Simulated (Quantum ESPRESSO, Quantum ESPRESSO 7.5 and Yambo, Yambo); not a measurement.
## A GW chain in Yambo: CuI (Marshite)

How does a plane-wave GW calculation on CuI (Marshite) run from the first input to the gap?

Method: PBE and many-body steps on it, plane waves, in Quantum ESPRESSO 7.5 and Yambo 5.3.0.

The database entry behind the starting cell differs from later determinations by our own check (about 0.15 % long (mineral sample)), so it need not match the best structure at ambient conditions.

In doubt: a PseudoDojo file used here is known to give poor structures and forces, which bears on pressures, cells, forces and phonons.

**1. Set-up**

The structure is cubic, space group F-43m (No. 216). Conventional cell: a = 6.063 Å, b = 6.063 Å, c = 6.063 Å, α = 90.00°, β = 90.00°, γ = 90.00°. Cu has 4 I at 2.63 Å nearest. Nearest to I lie 4 Cu at 2.63 Å. Farther neighbours and most contacts between anions are not listed.

The cell and positions come from the Crystallography Open Database and are kept as given unless a step says otherwise. Spin-orbit coupling is left out unless a step names it.

**2. Ground state**

This step: Quantum ESPRESSO 7.5; DFT, PBE, plane waves, norm-conserving pseudopotentials.

The ground-state density comes first.

pw.in reads:

```
&control
  calculation = 'scf'
  prefix = 'x'
  outdir = 'o'
  pseudo_dir = 'pseudo'
/
&system
  ibrav = 0
  nat = 2
  ntyp = 2
  ecutwfc = 84.0
  nbnd = 27
  force_symmorphic = .true.
/
&electrons
  conv_thr = 1e-10
  electron_maxstep = 80
  mixing_beta = 0.5
/
ATOMIC_SPECIES
  Cu 63.546 Cu.upf
  I 126.9 I.upf
CELL_PARAMETERS angstrom
  0.0000000000 3.0315000000 3.0315000000
  3.0315000000 -0.0000000000 3.0315000000
  3.0315000000 3.0315000000 0.0000000000
ATOMIC_POSITIONS crystal
  Cu 0.2500000000 0.2500000000 0.2500000000
  I 0.0000000000 0.0000000000 0.0000000000
K_POINTS automatic
  6 6 6 0 0 0
```

On the command line:

```console
$ OMP_NUM_THREADS=1 mpirun -n 4 pw.x -nk 4 -in pw.in > pw.out
```

Output:

```text
Program PWSCF v.7.5 starts

     This program is part of the open-source Quantum ESPRESSO suite
     for quantum simulation of materials; please cite
         "P. Giannozzi et al., J. Phys.:Condens. Matter 21 395502 (2009);
         "P. Giannozzi et al., J. Phys.:Condens. Matter 29 465901 (2017);
         "P. Giannozzi et al., J. Chem. Phys. 152 154105 (2020);
     in publications or presentations arising from this work. More details at
     Message from routine setup:
     using ibrav=0 with symmetry is DISCOURAGED, use correct ibrav instead

     G-vector sticks info

     bravais-lattice index     =            0
     lattice parameter (alat)  =       8.1016  a.u.
     unit-cell volume          =     376.0099 (a.u.)^3
     number of atoms/cell      =            2
     number of atomic types    =            2
     number of electrons       =        44.00
     number of Kohn-Sham states=           27
     kinetic-energy cutoff     =      84.0000  Ry
     charge density cutoff     =     336.0000  Ry
     scf convergence threshold =      1.0E-10
     mixing beta               =       0.5000
     number of iterations used =            8  plain     mixing
     Exchange-correlation= PBE
                           (   1   4   3   4   0   0   0)

     celldm(1)=   8.101612  celldm(2)=   0.000000  celldm(3)=   0.000000
     celldm(4)=   0.000000  celldm(5)=   0.000000  celldm(6)=   0.000000

     crystal axes: (cart. coord. in units of alat)
               a(1) = (   0.000000   0.707107   0.707107 )
               a(2) = (   0.707107  -0.000000   0.707107 )
               a(3) = (   0.707107   0.707107   0.000000 )

     reciprocal axes: (cart. coord. in units 2 pi/alat)
               b(1) = ( -0.707107  0.707107  0.707107 )
               b(2) = (  0.707107 -0.707107  0.707107 )
               b(3) = (  0.707107  0.707107 -0.707107 )
     Pseudo is Norm-conserving + core correction, Zval = 19.0
     Generated using ONCVPSP code by D. R. Hamann
     Using radial grid of 1492 points,  6 beta functions with:
     Pseudo is Norm-conserving + core correction, Zval = 25.0
     Generated using ONCVPSP code by D. R. Hamann
     Using radial grid of 1188 points,  8 beta functions with:
     Cu               19.00    63.54600     Cu( 1.00)
     I                25.00   126.90000     I ( 1.00)

     24 Sym. Ops. (no inversion) found

   Cartesian axes

     site n.     atom                  positions (alat units)
         1        Cu     tau(   1) = (   0.3535534   0.3535534   0.3535534  )
         2        I      tau(   2) = (   0.0000000   0.0000000   0.0000000  )

     number of k points=    16
                       cart. coord. in units 2pi/alat
        k(    1) = (   0.0000000   0.0000000   0.0000000), wk =   0.0092593
        k(    2) = (   0.1178511   0.1178511  -0.1178511), wk =   0.0740741
        k(    3) = (   0.2357023   0.2357023  -0.2357023), wk =   0.0740741
        k(    4) = (  -0.3535534  -0.3535534   0.3535534), wk =   0.0370370
        k(    5) = (   0.2357023   0.0000000  -0.0000000), wk =   0.0555556
        k(    6) = (   0.3535534   0.1178511  -0.1178511), wk =   0.2222222
        k(    7) = (  -0.2357023  -0.4714045   0.4714045), wk =   0.2222222
        k(    8) = (  -0.1178511  -0.3535534   0.3535534), wk =   0.2222222
        k(    9) = (   0.0000000  -0.2357023   0.2357023), wk =   0.1111111
        k(   10) = (   0.4714045   0.0000000  -0.0000000), wk =   0.0555556
     [... 4 further rows ...]
        k(   15) = (  -0.1178511  -0.3535534   0.5892557), wk =   0.2222222
        k(   16) = (  -0.7071068   0.2357023   0.0000000), wk =   0.1111111

     Dense  grid:    39189 G-vectors     FFT dimensions: (  48,  48,  48)

     Initial potential from superposition of free atoms

     starting charge      43.9996, renormalised to      44.0000
     Starting wfcs are   23 randomized atomic wfcs +    4 random wfcs

     per-process dynamical memory:    34.5 Mb

     Self-consistent Calculation

     iteration #  1     ecut=    84.00 Ry     beta= 0.50

     Threshold (ethr) on eigenvalues was too large:
     Diagonalizing with lowered threshold

     total energy              =   -1004.64241301 Ry
     estimated scf accuracy    <       0.07425751 Ry

     iteration #  2     ecut=    84.00 Ry     beta= 0.50

     total energy              =   -1004.66553308 Ry
     estimated scf accuracy    <       0.06640166 Ry

     iteration #  3     ecut=    84.00 Ry     beta= 0.50

     total energy              =   -1004.67483485 Ry
     estimated scf accuracy    <       0.00140042 Ry

     iteration #  4     ecut=    84.00 Ry     beta= 0.50

     total energy              =   -1004.67512242 Ry
     estimated scf accuracy    <       0.00084776 Ry

     iteration #  5     ecut=    84.00 Ry     beta= 0.50

     total energy              =   -1004.67526120 Ry
     estimated scf accuracy    <       0.00000621 Ry

     iteration #  6     ecut=    84.00 Ry     beta= 0.50

     total energy              =   -1004.67525988 Ry
     estimated scf accuracy    <       0.00001651 Ry

     iteration #  7     ecut=    84.00 Ry     beta= 0.50

     total energy              =   -1004.67526477 Ry
     estimated scf accuracy    <       0.00000369 Ry

     iteration #  8     ecut=    84.00 Ry     beta= 0.50

     total energy              =   -1004.67526522 Ry
     estimated scf accuracy    <       0.00000010 Ry

     iteration #  9     ecut=    84.00 Ry     beta= 0.50

     total energy              =   -1004.67526523 Ry
     estimated scf accuracy    <          8.7E-09 Ry

     iteration # 10     ecut=    84.00 Ry     beta= 0.50

     total energy              =   -1004.67526523 Ry
     estimated scf accuracy    <          8.6E-09 Ry

     iteration # 11     ecut=    84.00 Ry     beta= 0.50

     End of self-consistent calculation

          k = 0.0000 0.0000 0.0000 (  4909 PWs)   bands (ev):

  -167.0560-113.9829-113.9829-113.9829-102.3482 -59.7749 -59.7749 -59.7749
   -36.5976 -36.5976 -36.5952 -36.5952 -36.5952  -4.8943   5.5003   5.5003
     5.5003   7.3186   7.3186   9.1591   9.1591   9.1591  10.2556  14.0271
    14.0271  14.0271  17.2831

          k = 0.1179 0.1179-0.1179 (  4870 PWs)   bands (ev):

  -167.0560-113.9828-113.9828-113.9828-102.3482 -59.7748 -59.7748 -59.7748
   -36.5942 -36.5942 -36.5936 -36.5874 -36.5874  -4.7695   4.9894   5.5088
     5.5088   7.3098   7.3098   8.2966   8.9664   8.9664  11.1872  14.0221
    14.3750  14.3750  17.9718

          k = 0.2357 0.2357-0.2357 (  4879 PWs)   bands (ev):

  -167.0560-113.9828-113.9828-113.9828-102.3482 -59.7748 -59.7748 -59.7748
   -36.5953 -36.5953 -36.5926 -36.5874 -36.5874  -4.4958   4.0114   5.5190
     5.5190   7.3210   7.3210   7.6146   8.6206   8.6206  11.3723  14.6367
    14.6367  15.5573  17.7768

          k =-0.3536-0.3536 0.3536 (  4910 PWs)   bands (ev):

     [... further k-points ...]

     highest occupied, lowest unoccupied level (ev):     9.1591   10.2556

!    total energy              =   -1004.67526523 Ry
     estimated scf accuracy    <          2.5E-12 Ry

     The total energy is the sum of the following terms:
     one-electron contribution =    -810.28903411 Ry
     hartree contribution      =     392.75897309 Ry
     xc contribution           =    -126.08869929 Ry
     ewald contribution        =    -461.05650492 Ry

     convergence has been achieved in  11 iterations

     XML data file, charge density, pseudopotentials, collected wavefunctions

=------------------------------------------------------------------------------=
   JOB DONE.
=------------------------------------------------------------------------------=
```

The job ended after 9.5 s (4 MPI ranks of Arm Neoverse V2, shared host; peak memory 0.33 GiB; 38 s of CPU time).

This step gave:

```yaml
total_energy: -13669.3033 eV
gap: 1.096 eV
k_of_the_valence_top: 0, 0, 0
k_of_the_conduction_bottom: 0, 0, 0
least_direct_gap: 1.096 eV
```

The gap is direct, at Γ.

**3. Bands along the symmetry lines**

The cheap functional maps the bands first; the places of the edges decide which points the dearer methods must see.

pw.in reads:

```
&control
  calculation = 'bands'
  prefix = 'x'
  outdir = 'o'
  pseudo_dir = 'pseudo'
/
&system
  ibrav = 0
  nat = 2
  ntyp = 2
  ecutwfc = 84.0
  nbnd = 28
  force_symmorphic = .true.
/
&electrons
  conv_thr = 1e-9
  electron_maxstep = 80
  diago_full_acc = .true.
  diago_thr_init = 5e-6
/
ATOMIC_SPECIES
  Cu 63.546 Cu.upf
  I 126.9 I.upf
CELL_PARAMETERS angstrom
  0.0000000000 3.0315000000 3.0315000000
  3.0315000000 -0.0000000000 3.0315000000
  3.0315000000 3.0315000000 0.0000000000
ATOMIC_POSITIONS crystal
  Cu 0.2500000000 0.2500000000 0.2500000000
  I 0.0000000000 0.0000000000 0.0000000000
K_POINTS crystal
  50
  0.00000000 0.00000000 0.00000000 1
  -0.06250000 -0.06250000 0.00000000 1
  -0.12500000 -0.12500000 0.00000000 1
  -0.18750000 -0.18750000 0.00000000 1
  -0.25000000 -0.25000000 0.00000000 1
  -0.31250000 -0.31250000 0.00000000 1
  -0.37500000 -0.37500000 0.00000000 1
  -0.43750000 -0.43750000 0.00000000 1
  -0.50000000 -0.50000000 0.00000000 1
  -0.48437500 -0.48437500 0.03125000 1
  -0.46875000 -0.46875000 0.06250000 1
  -0.45312500 -0.45312500 0.09375000 1
  -0.43750000 -0.43750000 0.12500000 1
  -0.42187500 -0.42187500 0.15625000 1
  -0.40625000 -0.40625000 0.18750000 1
  -0.39062500 -0.39062500 0.21875000 1
  -0.37500000 -0.37500000 0.25000000 1
  -0.37500000 0.00000000 0.37500000 1
  -0.32812500 0.00000000 0.32812500 1
  -0.28125000 0.00000000 0.28125000 1
  -0.23437500 0.00000000 0.23437500 1
  -0.18750000 0.00000000 0.18750000 1
  -0.14062500 0.00000000 0.14062500 1
  -0.09375000 0.00000000 0.09375000 1
  -0.04687500 0.00000000 0.04687500 1
  0.00000000 0.00000000 0.00000000 1
  0.00000000 0.00000000 0.06250000 1
  0.00000000 0.00000000 0.12500000 1
  0.00000000 0.00000000 0.18750000 1
  0.00000000 0.00000000 0.25000000 1
  0.00000000 0.00000000 0.31250000 1
  0.00000000 0.00000000 0.37500000 1
  0.00000000 0.00000000 0.43750000 1
  -0.00000000 0.00000000 0.50000000 1
  -0.06250000 -0.03125000 0.46875000 1
  -0.12500000 -0.06250000 0.43750000 1
  -0.18750000 -0.09375000 0.40625000 1
  -0.25000000 -0.12500000 0.37500000 1
  -0.31250000 -0.15625000 0.34375000 1
  -0.37500000 -0.18750000 0.31250000 1
  -0.43750000 -0.21875000 0.28125000 1
  -0.50000000 -0.25000000 0.25000000 1
  -0.50000000 -0.28125000 0.21875000 1
  -0.50000000 -0.31250000 0.18750000 1
  -0.50000000 -0.34375000 0.15625000 1
  -0.50000000 -0.37500000 0.12500000 1
  -0.50000000 -0.40625000 0.09375000 1
  -0.50000000 -0.43750000 0.06250000 1
  -0.50000000 -0.46875000 0.03125000 1
  -0.50000000 -0.50000000 0.00000000 1
```

Output:

```text
[banner, memory and clock lines left out]
Program PWSCF v.7.5 starts

     Atomic positions and unit cell read from directory:
     o/x.save/

     Message from routine setup:
     using ibrav=0 with symmetry is DISCOURAGED, use correct ibrav instead

     G-vector sticks info

     bravais-lattice index     =            0
     lattice parameter (alat)  =       8.1016  a.u.
     unit-cell volume          =     376.0099 (a.u.)^3
     number of atoms/cell      =            2
     number of atomic types    =            2
     number of electrons       =        44.00
     number of Kohn-Sham states=           28
     kinetic-energy cutoff     =      84.0000  Ry
     charge density cutoff     =     336.0000  Ry
     Exchange-correlation= PBE
                           (   1   4   3   4   0   0   0)

     celldm(1)=   8.101612  celldm(2)=   0.000000  celldm(3)=   0.000000
     celldm(4)=   0.000000  celldm(5)=   0.000000  celldm(6)=   0.000000

     crystal axes: (cart. coord. in units of alat)
               a(1) = (   0.000000   0.707107   0.707107 )
               a(2) = (   0.707107  -0.000000   0.707107 )
               a(3) = (   0.707107   0.707107   0.000000 )

     reciprocal axes: (cart. coord. in units 2 pi/alat)
               b(1) = ( -0.707107  0.707107  0.707107 )
               b(2) = (  0.707107 -0.707107  0.707107 )
               b(3) = (  0.707107  0.707107 -0.707107 )
     Pseudo is Norm-conserving + core correction, Zval = 19.0
     Generated using ONCVPSP code by D. R. Hamann
     Using radial grid of 1492 points,  6 beta functions with:
     Pseudo is Norm-conserving + core correction, Zval = 25.0
     Generated using ONCVPSP code by D. R. Hamann
     Using radial grid of 1188 points,  8 beta functions with:
     Cu               19.00    63.54600     Cu( 1.00)
     I                25.00   126.90000     I ( 1.00)

     24 Sym. Ops. (no inversion) found

   Cartesian axes

     site n.     atom                  positions (alat units)
         1        Cu     tau(   1) = (   0.3535534   0.3535534   0.3535534  )
         2        I      tau(   2) = (   0.0000000   0.0000000   0.0000000  )

     number of k points=    50
                       cart. coord. in units 2pi/alat
        k(    1) = (   0.0000000   0.0000000   0.0000000), wk =   0.0400000
        k(    2) = (   0.0000000   0.0000000  -0.0883883), wk =   0.0400000
        k(    3) = (   0.0000000   0.0000000  -0.1767767), wk =   0.0400000
[...]
[... 38 further rows ...]
        k(   49) = (   0.0441942  -0.0000000  -0.7071068), wk =   0.0400000
        k(   50) = (   0.0000000   0.0000000  -0.7071068), wk =   0.0400000

     Dense  grid:    39189 G-vectors     FFT dimensions: (  48,  48,  48)

     The potential is recalculated from file :
     o/x.save/charge-density

     Starting wfcs are   23 randomized atomic wfcs +    5 random wfcs

     Band Structure Calculation

     End of band structure calculation

          k = 0.0000 0.0000 0.0000 (  4909 PWs)   bands (ev):

  -167.0560-113.9828-113.9828-113.9828-102.3482 -59.7749 -59.7749 -59.7749
   -36.5976 -36.5976 -36.5952 -36.5952 -36.5952  -4.8943   5.5003   5.5003
     5.5003   7.3186   7.3186   9.1591   9.1591   9.1591  10.2556  14.0271
    14.0271  14.0271  17.2832  18.8735

          k = 0.0000 0.0000-0.0884 (  4925 PWs)   bands (ev):

  -167.0560-113.9829-113.9829-113.9828-102.3482 -59.7750 -59.7750 -59.7749
   -36.5994 -36.5985 -36.5985 -36.5982 -36.5949  -4.8696   5.4099   5.4956
[...]
14.1755  14.1755  17.5784  18.1738

          k = 0.0000 0.0000-0.1768 (  4897 PWs)   bands (ev):

  -167.0560-113.9829-113.9829-113.9828-102.3482 -59.7749 -59.7749 -59.7748
[...]
14.5885  14.5885  17.0946  18.4674

          k =-0.0000 0.0000-0.2652 (  4905 PWs)   bands (ev):

[...]
k = 0.0000 0.0000-0.3536 (  4865 PWs)   bands (ev):

[...]
k = 0.0000-0.0000-0.4419 (  4897 PWs)   bands (ev):

[...]
k =-0.0000 0.0000-0.5303 (  4884 PWs)   bands (ev):

[...]
k = 0.0000-0.0000-0.6187 (  4888 PWs)   bands (ev):

[...]
k = 0.5303-0.0000-0.5303 (  4914 PWs)   bands (ev):

[...]
k = 0.0000 0.0000 0.0000 (  4909 PWs)   bands (ev):

[...]
k = 0.1326 0.0000-0.7071 (  4890 PWs)   bands (ev):

[...]
k = 0.0884-0.0000-0.7071 (  4884 PWs)   bands (ev):

[...]
k = 0.0442-0.0000-0.7071 (  4882 PWs)   bands (ev):

  -167.0560-113.9828-113.9828-113.9828-102.3482 -59.7749 -59.7748 -59.7748
[...]
18.1644  18.7147  18.9658  20.7298

          k = 0.0000 0.0000-0.7071 (  4880 PWs)   bands (ev):

  -167.0560-113.9828-113.9828-113.9828-102.3482 -59.7749 -59.7748 -59.7748
   -36.5931 -36.5931 -36.5925 -36.5916 -36.5867  -4.1574   3.5576   5.3813
     5.3814   7.2933   7.3713   7.4075   7.6717   7.6717  11.8621  12.0485
    18.3107  18.8995  18.8995  20.6969

     XML data file, pseudopotentials, collected wavefunctions
```

Run time: 6.5 s. Hardware: 4 MPI ranks; peak memory 0.27 GiB.

Numbers from this step:

```yaml
gap: 1.096 eV
k_of_the_valence_top: 0, 0, 0
k_of_the_conduction_bottom: 0, 0, 0
least_direct_gap: 1.096 eV
```

The gap is 1.096 eV, as in the run before at this level.

The electronic bands at the labelled points (eV, zero at the top of the highest filled band):

```
    point  band 19  band 20  band 21  band 22  band 23  band 24  band 25  band 26
        Γ    -1.84     0.00     0.00     0.00     1.10     4.87     4.87     4.87
  halfway    -1.80    -1.09    -0.87    -0.87     3.19     3.38     6.78     6.78
        X    -1.79    -1.75    -1.49    -1.49     2.70     2.89     9.15     9.74
  halfway    -1.79    -1.77    -1.48    -1.42     2.86     3.37     8.40     8.98
        U    -1.81    -1.70    -1.50    -1.24     3.08     4.60     7.53     7.86
jump to K    -1.81    -1.70    -1.50    -1.24     3.08     4.60     7.53     7.86
  halfway    -1.82    -1.33    -1.06    -0.39     3.07     4.98     5.56     5.64
        Γ    -1.84     0.00     0.00     0.00     1.10     4.87     4.87     4.87
  halfway    -1.85    -1.26    -0.37    -0.37     2.24     5.42     5.42     5.46
        L    -1.81    -1.77    -0.71    -0.71     2.12     5.41     5.41     7.37
  halfway    -1.83    -1.71    -1.29    -1.00     3.46     4.67     6.21     7.41
        W    -1.89    -1.76    -1.59    -1.25     4.47     4.65     6.00     6.38
  halfway    -1.86    -1.76    -1.54    -1.34     3.38     3.49     7.78     7.90
        X    -1.79    -1.75    -1.49    -1.49     2.70     2.89     9.15     9.74
```

(Part 1 of 3 ends here.)

[Paths, hosts, dates, memory and timing lines, banners, echoed tables and standing remarks are left out of the program output.]

[Logs are printed without paths, hosts, clocks, repeated set-up lines and the standing remarks that a program may print on its own settings, such as how far it seeks lower states.]

[Runs of the session that timed out or met a known fault of the program may be left out.]

[Hosts, paths, dates, database ids (printed as entryN), source tags and the programs' standing remarks are cut or masked in the printed files.]
